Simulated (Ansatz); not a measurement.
# Pressure against volume: Bi$_{2}$Te$_{3}$

```cif
data_structure
_symmetry_space_group_name_H-M 'P 1'
_symmetry_Int_Tables_number 1
_cell_length_a 10.4763
_cell_length_b 10.4763
_cell_length_c 10.4763
_cell_angle_alpha 24.166
_cell_angle_beta 24.166
_cell_angle_gamma 24.166
_cell_volume 169.36
loop_
_atom_site_label
_atom_site_type_symbol
_atom_site_fract_x
_atom_site_fract_y
_atom_site_fract_z
_atom_site_occupancy
Bi1 Bi 0.40000 0.40000 0.40000 1
Bi2 Bi 0.60000 0.60000 0.60000 1
Te1 Te 0.00000 0.00000 0.00000 1
Te2 Te 0.20950 0.20950 0.20950 1
Te3 Te 0.79050 0.79050 0.79050 1
```

The runs use the primitive cell with vectors (2.193, 1.266, 10.166), (-2.193, 1.266, 10.166), (0.000, -2.532, 10.166) Å, to which the k mesh refers.

The cell is COD entry 9011962, as deposited and not checked against the literature; nothing was relaxed.

No spin–orbit coupling, which matters for the heavy atoms here.

All numbers are computed: DFT, PBE, all-electron LAPW, scalar-relativistic (Ansatz 0.2.0); DFT, PBE, PAW with Ansatz's default frozen-core files, scalar-relativistic (Ansatz 0.2.0).

For LAPW: a Γ-centred 7×7×7 k mesh, Fermi–Dirac smearing of 0.08 eV, basis error target 1 meV/atom, no spin polarisation. PAW takes a cutoff of 420 eV at this cell. The Ansatz runs share mesh, smearing and spin set-up. Plane-wave (PAW) pressures include the program's estimate of the Pulay term.

The cell above is scaled evenly, with fractional coordinates and shape held.

```
V/V(cell)  V (Å³/atom)  P, LAPW (GPa)  P, PAW (GPa)  gap on the k mesh, LAPW (eV)  free energy over the lowest listed, PAW (meV/atom)
   0.9400       31.839           5.84          5.82                          0.25                                                55.1
   0.9600       32.517           4.39          4.37                          0.27                                                33.6
   0.9800       33.194           3.09          3.07                          0.28                                                17.9
   0.9900       33.533           2.49          2.47                          0.29                                                12.0
   1.0000       33.871           1.92          1.90                          0.29                                                 7.4
   1.0100       34.210              ?             ?                             ?                                                   ?
   1.0200       34.549           0.87          0.86                          0.30                                                 1.6
   1.0400       35.226          -0.07         -0.09                          0.31                                                 0.0
   1.0600       35.904          -0.92         -0.93                          0.32                                                 2.2
```

Question: Fill in the row V/V(cell) = 1.0100.

Answer: P, LAPW (GPa) = 1.38, P, PAW (GPa) = 1.37, gap on the k mesh, LAPW (eV) = 0.30, free energy over the lowest listed, PAW (meV/atom) = 3.9.

Question: What do Birch–Murnaghan fits to the pressures give?

Answer: LAPW: V0 = 35.17 Å³/atom, B0 = 47 GPa, B0′ = 4.5; PAW: V0 = 35.16 Å³/atom, B0 = 47 GPa, B0′ = 4.6.

PAW's V0 lies -0.03 % from the all-electron value and its B0 0.1 %. With shape and internal coordinates held, B0 is an upper bound to the relaxed modulus.
